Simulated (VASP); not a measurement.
## Tl under changes of volume

One of the cells (30.605 Å³/atom); the others are scaled copies at fixed shape and fractional positions:

```xyz
1
Lattice="0.0000 2.4827 2.4827 2.4827 0.0000 2.4827 2.4827 2.4827 0.0000" Properties=species:S:1:pos:R:3 pbc="T T T"
Tl    0.0000    0.0000    0.0000
```

This isn't the form of Tl at room conditions, which is hcp.

* Program: VASP 6.6.1
* Functional: PBE
* Potentials or basis: VASP PAW PBE potentials, release 64 (Tl_d)
* Cutoff: 520 eV
* k mesh: 9 × 9 × 9
* Occupations: fermi-dirac, width 0.05 eV
* Spin: no spin polarisation

| volume (Å³/atom) | energy over the lowest point (meV/atom) | pressure (GPa) |
| --- | --- | --- |
| 28.204 | 31.69 | 3.6 |
| 28.805 | 19.58 | 2.7 |
| 29.405 | 10.73 | 1.9 |
| 30.605 | ? | ? |
| 31.205 | 0.00 | 0.0 |
| 31.805 | 0.74 | -0.5 |

Problem. What does the run at 30.605 Å³/atom give?

Solution. Energy over the lowest point 1.21 meV/atom; pressure 0.5 GPa.

Worked out: A Birch-Murnaghan fit of order 3 (a polynomial in V^(-2/3)) to the other rows has its minimum at 31.27 Å³/atom with B0 = V·E''(V) = 27 GPa and B' = 5.4. It gives 1.24 meV/atom at 30.605 Å³/atom, against the run's 1.21, and -dE/dV = 0.6 GPa, against 0.5.

Energies are extrapolated to zero smearing.
